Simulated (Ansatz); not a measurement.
Born–Oppenheimer molecular dynamics of a periodic cell of 17 atoms, Si$_{16}$O (host Si, host structure diamond, interstitial O). It goes on from the last frame of an earlier run, with new velocities.

All numbers below come from DFT LDA, scalar-relativistic, plane waves, PAW in Ansatz. Settings: accuracy low, PAW set soft_1, cutoff 420 eV, k mesh 2x2x2, fermi-dirac smearing 0.02 eV, spin collinear.

```yaml
ensemble: NVE (velocity Verlet)
time_step: 1.5 fs
steps_asked: 110
starting_velocities_drawn_for: 2100 K
seed: 611989
```

Frames 3 fs apart, positions in Å.

Velocities at 0 fs (Å/ps):

```
Si -7.08 6.01 -14.85
Si -1.68 -4.85 -3.04
Si 0.90 -5.85 -0.64
Si 11.43 7.03 8.09
Si -6.84 10.87 4.46
Si 2.17 4.82 8.98
Si 1.31 -14.33 -7.34
Si 10.61 -4.27 -0.23
Si 8.29 0.93 -5.68
Si -4.14 -5.45 7.98
Si 10.29 -9.61 -13.69
Si -2.57 11.13 7.32
Si -11.82 4.63 6.76
Si -4.29 2.64 -0.80
Si -10.23 4.54 12.02
Si 0.66 -15.14 -4.39
O 5.25 12.11 -8.68
```

```xyz
17
Lattice="0.0000 5.4300 5.4300 5.4300 0.0000 5.4300 5.4300 5.4300 0.0000" Properties=species:S:1:pos:R:3 time_fs=0 energy_less_start_eV=0.000 T=2100
Si 0.417 -0.106 0.101
Si 1.508 1.549 1.233
Si 3.350 2.809 0.086
Si 4.482 4.180 1.484
Si 2.561 -0.049 2.675
Si 3.713 1.234 3.815
Si 5.369 2.471 3.126
Si 7.167 3.878 4.360
Si -0.044 2.799 2.533
Si 1.500 4.491 3.644
Si 3.000 5.826 2.504
Si 4.480 6.811 4.016
Si 2.151 2.786 5.068
Si 3.777 3.918 6.392
Si 5.613 5.063 5.286
Si 6.601 6.783 6.720
O 4.317 6.010 10.720
17
Lattice="0.0000 5.4300 5.4300 5.4300 0.0000 5.4300 5.4300 5.4300 0.0000" Properties=species:S:1:pos:R:3 time_fs=3 energy_less_start_eV=-0.281 T=2235
Si 0.396 -0.087 0.055
Si 1.505 1.535 1.225
Si 3.352 2.789 0.085
Si 4.517 4.200 1.512
Si 2.538 -0.021 2.684
Si 3.720 1.251 3.848
Si 5.376 2.431 3.101
Si 7.199 3.865 4.356
Si -0.019 2.804 2.514
Si 1.486 4.473 3.667
Si 3.031 5.796 2.462
Si 4.472 6.843 4.039
Si 2.118 2.799 5.088
Si 3.765 3.926 6.391
Si 5.579 5.080 5.324
Si 6.603 6.738 6.707
O 4.332 6.047 10.691
17
Lattice="0.0000 5.4300 5.4300 5.4300 0.0000 5.4300 5.4300 5.4300 0.0000" Properties=species:S:1:pos:R:3 time_fs=6 energy_less_start_eV=-0.329 T=2257
Si 0.375 -0.066 0.009
Si 1.505 1.522 1.218
Si 3.351 2.767 0.087
Si 4.551 4.215 1.543
Si 2.513 -0.001 2.685
Si 3.727 1.274 3.891
Si 5.392 2.398 3.070
Si 7.226 3.850 4.345
Si 0.008 2.813 2.493
Si 1.468 4.454 3.689
Si 3.062 5.765 2.421
Si 4.464 6.872 4.062
Si 2.089 2.809 5.109
Si 3.755 3.934 6.395
Si 5.542 5.101 5.364
Si 6.605 6.693 6.695
O 4.344 6.084 10.660
17
Lattice="0.0000 5.4300 5.4300 5.4300 0.0000 5.4300 5.4300 5.4300 0.0000" Properties=species:S:1:pos:R:3 time_fs=9 energy_less_start_eV=-0.097 T=2146
Si 0.355 -0.043 -0.036
Si 1.508 1.510 1.212
Si 3.349 2.743 0.094
Si 4.586 4.225 1.577
Si 2.487 0.012 2.680
Si 3.728 1.302 3.937
Si 5.416 2.372 3.034
Si 7.247 3.837 4.329
Si 0.035 2.827 2.469
Si 1.448 4.433 3.706
Si 3.090 5.734 2.383
Si 4.457 6.897 4.084
Si 2.066 2.815 5.129
Si 3.746 3.943 6.404
Si 5.502 5.124 5.404
Si 6.607 6.651 6.685
O 4.355 6.118 10.634
17
Lattice="0.0000 5.4300 5.4300 5.4300 0.0000 5.4300 5.4300 5.4300 0.0000" Properties=species:S:1:pos:R:3 time_fs=12 energy_less_start_eV=0.254 T=1979
Si 0.337 -0.021 -0.077
Si 1.514 1.499 1.205
Si 3.345 2.720 0.107
Si 4.622 4.227 1.612
Si 2.461 0.018 2.671
Si 3.720 1.339 3.979
Si 5.447 2.354 2.993
Si 7.260 3.825 4.308
Si 0.060 2.843 2.445
Si 1.428 4.411 3.717
Si 3.115 5.705 2.349
Si 4.450 6.918 4.101
Si 2.048 2.818 5.151
Si 3.738 3.953 6.418
Si 5.462 5.147 5.441
Si 6.611 6.611 6.677
O 4.367 6.146 10.622
17
Lattice="0.0000 5.4300 5.4300 5.4300 0.0000 5.4300 5.4300 5.4300 0.0000" Properties=species:S:1:pos:R:3 time_fs=15 energy_less_start_eV=0.461 T=1879
Si 0.325 0.000 -0.112
Si 1.522 1.490 1.198
Si 3.338 2.700 0.126
Si 4.660 4.222 1.645
Si 2.439 0.019 2.659
Si 3.702 1.386 4.011
Si 5.484 2.341 2.950
Si 7.265 3.815 4.282
Si 0.084 2.861 2.421
Si 1.408 4.390 3.720
Si 3.136 5.677 2.322
Si 4.447 6.933 4.113
Si 2.035 2.816 5.174
Si 3.730 3.962 6.438
Si 5.421 5.169 5.474
Si 6.616 6.574 6.671
O 4.379 6.166 10.631
17
Lattice="0.0000 5.4300 5.4300 5.4300 0.0000 5.4300 5.4300 5.4300 0.0000" Properties=species:S:1:pos:R:3 time_fs=18 energy_less_start_eV=0.475 T=1872
Si 0.318 0.018 -0.141
Si 1.532 1.482 1.191
Si 3.329 2.683 0.151
Si 4.701 4.209 1.675
Si 2.420 0.014 2.647
Si 3.673 1.441 4.032
Si 5.525 2.335 2.906
Si 7.262 3.807 4.255
Si 0.103 2.880 2.398
Si 1.390 4.369 3.715
Si 3.152 5.653 2.301
Si 4.446 6.942 4.118
Si 2.028 2.812 5.199
Si 3.722 3.971 6.462
Si 5.381 5.189 5.500
Si 6.625 6.542 6.669
O 4.386 6.181 10.658
17
Lattice="0.0000 5.4300 5.4300 5.4300 0.0000 5.4300 5.4300 5.4300 0.0000" Properties=species:S:1:pos:R:3 time_fs=21 energy_less_start_eV=0.404 T=1905
Si 0.320 0.032 -0.162
Si 1.544 1.475 1.182
Si 3.318 2.670 0.182
Si 4.744 4.189 1.701
Si 2.406 0.006 2.636
Si 3.637 1.503 4.044
Si 5.568 2.333 2.863
Si 7.252 3.800 4.224
Si 0.119 2.899 2.376
Si 1.374 4.348 3.702
Si 3.163 5.631 2.289
Si 4.447 6.946 4.115
Si 2.026 2.804 5.225
Si 3.714 3.980 6.492
Si 5.341 5.206 5.518
Si 6.637 6.514 6.670
O 4.383 6.197 10.697
17
Lattice="0.0000 5.4300 5.4300 5.4300 0.0000 5.4300 5.4300 5.4300 0.0000" Properties=species:S:1:pos:R:3 time_fs=24 energy_less_start_eV=0.351 T=1930
Si 0.328 0.042 -0.176
Si 1.555 1.470 1.172
Si 3.305 2.662 0.216
Si 4.790 4.164 1.721
Si 2.397 -0.006 2.626
Si 3.598 1.567 4.050
Si 5.613 2.335 2.825
Si 7.234 3.793 4.194
Si 0.130 2.918 2.355
Si 1.362 4.328 3.683
Si 3.169 5.612 2.283
Si 4.451 6.946 4.106
Si 2.029 2.795 5.252
Si 3.704 3.988 6.527
Si 5.302 5.220 5.528
Si 6.654 6.491 6.673
O 4.364 6.217 10.738
17
Lattice="0.0000 5.4300 5.4300 5.4300 0.0000 5.4300 5.4300 5.4300 0.0000" Properties=species:S:1:pos:R:3 time_fs=27 energy_less_start_eV=0.418 T=1897
Si 0.339 0.050 -0.184
Si 1.567 1.466 1.161
Si 3.292 2.658 0.252
Si 4.836 4.136 1.736
Si 2.394 -0.019 2.619
Si 3.560 1.629 4.052
Si 5.658 2.340 2.792
Si 7.210 3.787 4.163
Si 0.137 2.934 2.335
Si 1.353 4.309 3.657
Si 3.171 5.595 2.285
Si 4.456 6.942 4.090
Si 2.034 2.786 5.280
Si 3.694 3.996 6.566
Si 5.264 5.231 5.529
Si 6.675 6.470 6.677
O 4.332 6.242 10.778
17
Lattice="0.0000 5.4300 5.4300 5.4300 0.0000 5.4300 5.4300 5.4300 0.0000" Properties=species:S:1:pos:R:3 time_fs=30 energy_less_start_eV=0.648 T=1787
Si 0.350 0.056 -0.186
Si 1.577 1.464 1.150
Si 3.279 2.660 0.287
Si 4.881 4.107 1.742
Si 2.395 -0.034 2.615
Si 3.526 1.687 4.052
Si 5.702 2.347 2.767
Si 7.180 3.781 4.134
Si 0.138 2.948 2.315
Si 1.349 4.291 3.628
Si 3.170 5.579 2.294
Si 4.461 6.936 4.070
Si 2.042 2.779 5.309
Si 3.683 4.002 6.609
Si 5.228 5.240 5.523
Si 6.699 6.452 6.682
O 4.293 6.270 10.813
17
Lattice="0.0000 5.4300 5.4300 5.4300 0.0000 5.4300 5.4300 5.4300 0.0000" Properties=species:S:1:pos:R:3 time_fs=33 energy_less_start_eV=0.983 T=1626
Si 0.356 0.063 -0.183
Si 1.586 1.462 1.139
Si 3.269 2.666 0.319
Si 4.924 4.080 1.742
Si 2.401 -0.048 2.614
Si 3.499 1.739 4.050
Si 5.744 2.353 2.750
Si 7.146 3.774 4.108
Si 0.134 2.957 2.297
Si 1.349 4.276 3.598
Si 3.168 5.564 2.309
Si 4.465 6.928 4.045
Si 2.050 2.776 5.338
Si 3.671 4.007 6.653
Si 5.194 5.246 5.509
Si 6.727 6.434 6.687
O 4.253 6.300 10.842
```

Of the whole run (165 fs, mean temperature of the second half 1683 K): The conserved energy stayed within 0.36 meV per atom of its start (net change 0.0068 meV per atom), so the integration is sound. A run of 0.17 ps of so small a system gives no equilibrium averages. Limits of this set-up: coarse k mesh, PAW files made for another functional, a small cell, in which the defect meets its images, low accuracy level.

Run time: 26 min on 1 thread of Arm Neoverse V1 (shared host), peak memory 0.68 GiB.
